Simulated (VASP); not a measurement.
# MgO (Fm-3m) in VASP: a series of runs

Aim: see how the results for MgO move with the level of theory and the settings. Levels: r2SCAN+rVV10, PBE0, vdW-DF2, PBE. Tasks: relaxation of the atoms, single point, relaxation of cell and atoms.

All numbers are computed with VASP 6.6.1; they aren't measurements. Logs are shortened: lines on timing, memory, paths and dates and some standing lists are left out, and cuts for length are marked.

## (1) The crystal as given

Symmetry: Fm-3m, No. 225, cubic system. The conventional cell has a = 4.194 Å, b = 4.194 Å, c = 4.194 Å, α = 90.00°, β = 90.00°, γ = 90.00°. Mg (site symmetry m-3m) has 6 O at 2.10 Å as nearest neighbours. Around O (site symmetry m-3m) lie 6 Mg at 2.10 Å.

The cell is a database's computed one.

## (2) Relaxation of the atoms, r2SCAN+rVV10 (atoms moved at random, drawn with an rms of 0.05 Å)

File INCAR:

```
SYSTEM = MgO
PREC = Low
ENCUT = 300
EDIFF = 1E-6
ISMEAR = 0
SIGMA = 0.05
LREAL = .False.
LASPH = .True.
NELM = 80
ALGO = Normal
ISIF = 2
LWAVE = .False.
LCHARG = .False.
METAGGA = R2SCAN
LMIXTAU = .True.
LUSE_VDW = .True.
IVDW_NL = 2
BPARAM = 11.95
CPARAM = 0.0093
IBRION = 2
NSW = 60
EDIFFG = -0.005
```

File MgO.cif:

```cif
data_MgO
_cell_length_a 2.96560781
_cell_length_b 2.96560781
_cell_length_c 2.96560781
_cell_angle_alpha 60.00000000
_cell_angle_beta 60.00000000
_cell_angle_gamma 60.00000000
_space_group_name_H-M_alt 'P1'
_space_group_name_Hall 'P 1'
_space_group_IT_number 1
loop_
_space_group_symop_operation_xyz
'x,y,z'
loop_
_atom_site_label
_atom_site_type_symbol
_atom_site_symmetry_multiplicity
_atom_site_Wyckoff_symbol
_atom_site_fract_x
_atom_site_fract_y
_atom_site_fract_z
_atom_site_occupancy
Mg1 Mg 1 a 0.0183920000 0.9981270000 0.0025510000 1
O1 O 1 a 0.4723490000 0.5201510000 0.5050160000 1
```

File KPOINTS:

```
regular mesh
0
Gamma
  11 11 11
  0 0 0
```

File POSCAR:

```
Mg O 
 1.0000000000000000
     2.9656078099999998    0.0000000000000000    0.0000000000000000
     1.4828039050000001    2.5682917011215345    0.0000000000000000
     1.4828039050000001    0.8560972337071784    2.4214086372375609
 Mg  O  
   1   1
Cartesian
  1.5383527048891101  2.5656651948085210  0.0061770134335930
  2.9209235143228249  1.7682422972079319  1.2228501043431641
```

Potentials or basis: VASP PAW PBE potentials, release 54 (Mg, O).

Command:

```sh
$ ase convert -i cif -o vasp MgO.cif POSCAR
$ cat potpaw_PBE.54/Mg/POTCAR potpaw_PBE.54/O/POTCAR > POTCAR
$ mpirun -np 1 vasp_std > vasp.out
```

OUTCAR:

```text
SYSTEM = MgO
   PREC = Low
   ENCUT = 300
   EDIFF = 1E-6
   ISMEAR = 0
   LREAL = .False.
   LASPH = .True.
   NELM = 80
   ISIF = 2
   METAGGA = R2SCAN
   IVDW_NL = 2
   BPARAM = 11.95
   IBRION = 2
   NSW = 60
   EDIFFG = -0.005

 ion  position               nearest neighbor table
   1  0.018  0.998  0.003-   2 2.01   2 2.05   2 2.05   2 2.15   2 2.15   2 2.19
   2  0.472  0.520  0.505-   1 2.01   1 2.05   1 2.05   1 2.15   1 2.15   1 2.19

  LATTYP: Found a face centered cubic cell.
 ALAT       =     4.1940027856

  Lattice vectors:

 A1 = (   2.9656078100,   0.0000000000,   0.0000000000)
 A2 = (   1.4828039050,   2.5682917011,   0.0000000000)
 A3 = (   1.4828039050,   0.8560972337,   2.4214086372)

Analysis of symmetry for initial positions (statically):
=====================================================================
 Subroutine PRICEL returns:
 Original cell was already a primitive cell.

 Routine SETGRP: Setting up the symmetry group for a
 face centered cubic supercell.

 Subroutine GETGRP returns: Found  1 space group operations
 (whereof  1 operations were pure point group operations)
 out of a pool of 48 trial point group operations.

The static configuration has the point symmetry C_1 .

Analysis of symmetry for dynamics (positions and initial velocities):
=====================================================================
 Subroutine PRICEL returns:
 Original cell was already a primitive cell.

 Routine SETGRP: Setting up the symmetry group for a
 face centered cubic supercell.

 Subroutine GETGRP returns: Found  1 space group operations
 (whereof  1 operations were pure point group operations)
 out of a pool of 48 trial point group operations.

The dynamic configuration has the point symmetry C_1 .

 Subroutine INISYM returns: Found  1 space group operations
 (whereof  1 operations are pure point group operations),
 and found     1 'primitive' translations

----------------------------------------------------------------------------------------

                                     Primitive cell

  volume of cell :      18.4428

  direct lattice vectors                    reciprocal lattice vectors
     2.965607810  0.000000000  0.000000000     0.337199004 -0.194681936 -0.137660917
     1.482803905  2.568291701  0.000000000     0.000000000  0.389363872 -0.137660917
     1.482803905  0.856097234  2.421408637     0.000000000  0.000000000  0.412982751

  length of vectors
     2.965607810  2.965607810  2.965607810     0.412982751  0.412982751  0.412982751

  position of ions in fractional coordinates (direct lattice)
     0.018392000  0.998127000  0.002551000
     0.472349000  0.520151000  0.505016000

  ion indices of the primitive-cell ions
   primitive index   ion index
                 1           1
                 2           2

----------------------------------------------------------------------------------------

 KPOINTS: regular mesh

Automatic generation of k-mesh.
 Grid dimensions read from file:
 generate k-points for:   11   11   11

 Generating k-lattice:

  Cartesian coordinates                     Fractional coordinates (reciprocal lattice)
     0.030654455 -0.017698358 -0.012514629     0.090909091  0.000000000  0.000000000
     0.000000000  0.035396716 -0.012514629     0.000000000  0.090909091 -0.000000000
     0.000000000  0.000000000  0.037543886     0.000000000  0.000000000  0.090909091

  Length of vectors
     0.037543886  0.037543886  0.037543886

  Shift w.r.t. Gamma in fractional coordinates (k-lattice)
     0.000000000  0.000000000  0.000000000

 Subroutine IBZKPT returns following result:
 ===========================================

 Found    666 irreducible k-points:

 Following reciprocal coordinates:
            Coordinates               Weight
  0.000000  0.000000  0.000000      1.000000
  0.090909 -0.000000 -0.000000      2.000000
  0.000000  0.090909 -0.000000      2.000000
  0.000000  0.000000  0.090909      2.000000
  0.090909  0.090909  0.090909      2.000000
  0.181818 -0.000000 -0.000000      2.000000
[... 16 lines left out ...]
  0.000000  0.090909  0.090909      2.000000
  0.090909 -0.000000  0.090909      2.000000
 [... further k-points ...]
   k-points           NKPTS =    666   k-points in BZ     NKDIM =    666   number of bands    NBANDS=      8
   number of dos      NEDOS =    301   number of ions     NIONS =      2
   total plane-waves  NPLWV =   2744
   dimension x,y,z NGX =    14 NGY =   14 NGZ =   14
   dimension x,y,z NGXF=    18 NGYF=   18 NGZF=   18
   ions per type =               1   1
   NGX,Y,Z   is equivalent  to a cutoff of   7.85,  7.85,  7.85 a.u.
   NGXF,Y,Z  is equivalent  to a cutoff of  10.09, 10.09, 10.09 a.u.
 SYSTEM =  MgO
   PREC   = low       normal or accurate (medium, high low for compatibility)
   ISTART =      0    job   : 0-new  1-cont  2-samecut
   ICHARG =      2    charge: 1-file 2-atom 10-const
   ISPIN  =      1    spin polarized calculation?
   LNONCOLLINEAR =      F non collinear calculations
   LSORBIT =      F    spin-orbit coupling
   LASPH  =      T    aspherical Exc in radial PAW
   ENCUT  =  300.0 eV  22.05 Ry    4.70 a.u.   4.19  4.19  4.19*2*pi/ulx,y,z
   NELM   =     80;   NELMIN=  2; NELMDL= -5     # of ELM steps
   EDIFF  = 0.1E-05   stopping-criterion for ELM
   LREAL  =      F    real-space projection
   EDIFFG = -.5E-02   stopping-criterion for IOM
   NSW    =     60    number of steps for IOM
   IBRION =      2    ionic relax: 0-MD 1-quasi-New 2-CG
   NFREE  =      1    steps in history (QN), initial steepest desc. (CG)
   ISIF   =      2    stress and relaxation
   ISYM   =      2    0-nonsym 1-usesym 2-fastsym
   POTIM  = 0.5000    time-step for ionic-motion
   TEBEG  =    0.0;   TEEND  =   0.0 temperature during run
   PSTRESS=    0.0 pullay stress
   NELECT =       8.0000    total number of electrons
   NUPDOWN=      -1.0000    fix difference up-down
   EMIN   =  10.00;   EMAX   =-10.00  energy-range for DOS
   EFERMI =   0.00;   METHOD = LEGACY
   ISMEAR =     0;   SIGMA  =   0.05  broadening in eV -4-tet -1-fermi 0-gaus
   EFERMI_NEDOS =   21; number of points for ismear=-14 and -15
   IALGO  =     38    algorithm
   IMIX   =      4    mixing-type and parameters
     AMIX     =   0.40;   BMIX     =  1.00
     AMIX_MAG =   1.60;   BMIX_MAG =  1.00
  volume/ion in A,a.u.               =       9.22        62.23
  Fermi-wavevector in a.u.,A,eV,Ry     =   1.239261  2.341864 20.895389  1.535768
  Thomas-Fermi vector in A             =   2.373752
   LORBIT       =      0    0 simple, 1 ext, 2 COOP (PROOUT), +10 PAW based schemes
   METAGGA = R2SCAN    functional components
   LHFCALC =     F    Hartree Fock is set to
   AEXX    =    0.0000 exact exchange contribution
   IVDW_NL    =     2    kernel type
   BPARAM     =11.9500
   IVDW    =     0    specifies the selected vdW correction
   LEPSILON=     F    determine dielectric tensor
   LRPA    =     F    only Hartree local field effects (RPA)
 conjugate gradient relaxation of ions
 non-spin polarized calculation
 Gauss-broadening in eV      SIGMA  =   0.05
  energy-cutoff  :      300.00
  volume of cell :       18.44
 maximum number of plane-waves:       229
   NGX =  9   NGY =  9   NGZ =  9

--------------------------------------- Ionic step        1  -------------------------------------------

 number of electron       7.9999949 magnetization

 Free energy of the ion-electron system (eV)
  ---------------------------------------------------
  ext. energy  EPLUGINS =         0.00000000
  ---------------------------------------------------
  free energy    TOTEN  =       -16.05743755 eV

  energy without entropy =      -16.05743755  energy(sigma->0) =      -16.05743755

------------------------ aborting loop because EDIFF is reached ----------------------------------------

  FORCE on cell =-STRESS in cart. coord.  units (eV):
  Direction    XX          YY          ZZ          XY          YZ          ZX
  --------------------------------------------------------------------------------------
  -------------------------------------------------------------------------------------
  Total       -4.4397487     -4.4918761     -4.4182535     -0.0421007     -0.0630184      0.1270391
  in kB     -385.6939396   -390.2224041   -383.8265918     -3.6574139     -5.4745917     11.0362549
  external PRESSURE =    -386.5809785 kB  Pullay stress =       0.0000000 kB
[... 89 lines left out ...]
  FREE ENERGIE OF THE ION-ELECTRON SYSTEM (eV)
  ---------------------------------------------------
  free  energy   TOTEN  =       -16.0999167709 eV

  energy  without entropy=      -16.0999167709  energy(sigma->0) =      -16.09991677

[... ionic steps 4 to 8 ...]

--------------------------------------- Ionic step        9  -------------------------------------------

 number of electron       8.0000358 magnetization

------------------------ aborting loop because EDIFF is reached ----------------------------------------

  FORCE on cell =-STRESS in cart. coord.  units (eV):
  Direction    XX          YY          ZZ          XY          YZ          ZX
  --------------------------------------------------------------------------------------
  -------------------------------------------------------------------------------------
  Total       -4.6102670     -4.6103121     -4.6099570     -0.0007466     -0.0024079      0.0000661
  in kB     -400.5073688   -400.5112802   -400.4804372     -0.0648607     -0.2091834      0.0057386
  external PRESSURE =    -400.4996954 kB  Pullay stress =       0.0000000 kB
[... 57 lines left out ...]
  energy  without entropy=      -16.1001139673  energy(sigma->0) =      -16.10011397

--------------------------------------- Ionic step       11  -------------------------------------------

 number of electron       8.0000358 magnetization

 Free energy of the ion-electron system (eV)
  ---------------------------------------------------
  ext. energy  EPLUGINS =         0.00000000
  ---------------------------------------------------
  free energy    TOTEN  =       -16.10011644 eV

  energy without entropy =      -16.10011644  energy(sigma->0) =      -16.10011644

 E-fermi :   3.0966     XC(G=0): -11.7228

 val. band max:        2.7933297625   @ k =   0.0000   0.0000   0.0909
 cond. band min:       8.4398454561   @ k =   0.0000   0.0000   0.0000
 fundamental gap:      5.6465156936
 Fermi energy:         3.0966209212

 k-point     1 :       0.0000    0.0000    0.0000
  band No.  band energies     occupation
      1     -15.5659      2.00000
      2       2.7818      2.00000
      3       2.7824      2.00000
      4       2.7827      2.00000
      5       8.4398      0.00000
      6      19.7328      0.00000
      7      19.7329      0.00000
      8      19.7339      0.00000
[... 243 lines left out ...]
 k-point    24 :       0.0909   -0.0000    0.0909
  band No.  band energies     occupation
      1     -15.4407      2.00000
      2       2.2016      2.00000
      3       2.7106      2.00000
      4       2.7110      2.00000
      5       9.1726      0.00000
      6      18.2885      0.00000
      7      20.0817      0.00000
      8      20.0827      0.00000

 [... further k-points ...]
[... 5 lines left out ...]
  --------------------------------------------------------------------------------------
  -------------------------------------------------------------------------------------
  Total       -4.6102866     -4.6103765     -4.6099542     -0.0006905     -0.0023959      0.0000965
  in kB     -400.5090678   -400.5168781   -400.4801964     -0.0599840     -0.2081422      0.0083794
  external PRESSURE =    -400.5020474 kB  Pullay stress =       0.0000000 kB
[... 17 lines left out ...]
  FREE ENERGIE OF THE ION-ELECTRON SYSTEM (eV)
  ---------------------------------------------------
  free  energy   TOTEN  =       -16.1001164421 eV

  energy  without entropy=      -16.1001164421  energy(sigma->0) =      -16.10011644

 reached required accuracy - stopping structural energy minimisation
```

Run time: 3.6 min. Hardware: 1 thread of Intel Xeon Platinum 8559C (Emerald Rapids), shared host; peak memory 0.18 GiB.

The run converged, but a check on its numbers failed (symmetry, net force, bounds or a known fault of this set-up), so they aren't taken as properties of the crystal.

Caveat: the cutoff lies under the usual one of these potentials, so the numbers hold a large basis-set error; the PAW data sets were made with another functional, which shifts forces and pressure a little; an odd mesh through Γ misses points on the zone boundary, where band edges often lie.

(Continued in part 2 of 2.)
